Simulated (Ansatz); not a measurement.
## Cr: stacking energies as a chain of layer couplings

The calculation used Ansatz 0.2.0, DFT PBEsol, scalar-relativistic, plane waves, PAW.

Cutoff 420 eV, Γ-centred meshes of like density (21×21×7 for the 3-atom cell), Gaussian smearing of 0.10 eV, energies at zero smearing and 0 K, each start's symmetry kept, no spin polarisation.

Close-packed stackings of Cr (one atom a layer) were relaxed in cell and atoms, and their energies taken once more on denser meshes. Energies are per layer, over the stacking AB. Give each step between layers a spin, σ = +1 for A→B, B→C, C→A and −1 for the reverse, and write the energy per layer as E = E₀ − J₁⟨σᵢσᵢ₊₁⟩ − J₂⟨σᵢσᵢ₊₂⟩.

```csv
stacking,⟨σᵢσᵢ₊₁⟩,⟨σᵢσᵢ₊₂⟩,E − E(AB) (meV/layer)
AB,-1,1,0
ABC,1,1,-17.7
ABAC,0,-1,-11.8
ABABCBCAC,-0.333,-0.333,-7.9
ABABCBC,-0.143,-0.143,-10.9
```

**Question.** Fit J₁ and J₂, and predict the energy of ABCACB.

**Answer.** Over AB the model reads ΔE = −J₁(⟨σᵢσᵢ₊₁⟩ + 1) − J₂(⟨σᵢσᵢ₊₂⟩ − 1). Least squares on the 4 rows under AB gives J₁ = 8.94 and J₂ = -1.70 meV, with a residual of 0.73 meV rms. For ABCACB the averages are 0.333 and -0.333, so ΔE = -14.2 meV a layer; the calculation gives -15.9. The two couplings carry this family well.

**Question.** Which of AB, ABC, ABAC and ABCACB does the model put lowest, and what do isolated faults cost in ABC stacking?

**Answer.** Over AB the four lie at 0, −2J₁, −J₁ + 2J₂ and (4/3)(J₂ − J₁): AB 0.0, ABC -17.9, ABAC -12.3, ABCACB -14.2 meV a layer, so ABC is lowest. A fault turns some spins; counting the pairs that change sign and dividing by the area of a layer's cell, (√3/2)a² = 5.29 Å² with the cells' mean a = 2.471 Å (1 meV/Å² = 16.02 mJ/m²): intrinsic stacking fault 4(J₁ + J₂) = 29.0 meV, 88 mJ/m²; extrinsic fault 4(J₁ + 2J₂) = 22.2 meV, 67 mJ/m²; twin boundary 2(J₁ + 2J₂) = 11.1 meV, 34 mJ/m². These are model values: no fault cell was computed here.

None of these stackings is the usual structure of the substance.

Spin polarisation was left out, and a magnetic state may lie lower.

Small energy differences in metals hang on the k mesh (about 10 mJ/m² or 1 to 2 meV/atom on the mesh of the relaxation).

Cost: 10 runs of about 20 core-minutes in all, on Arm Neoverse V2 (shared hosts).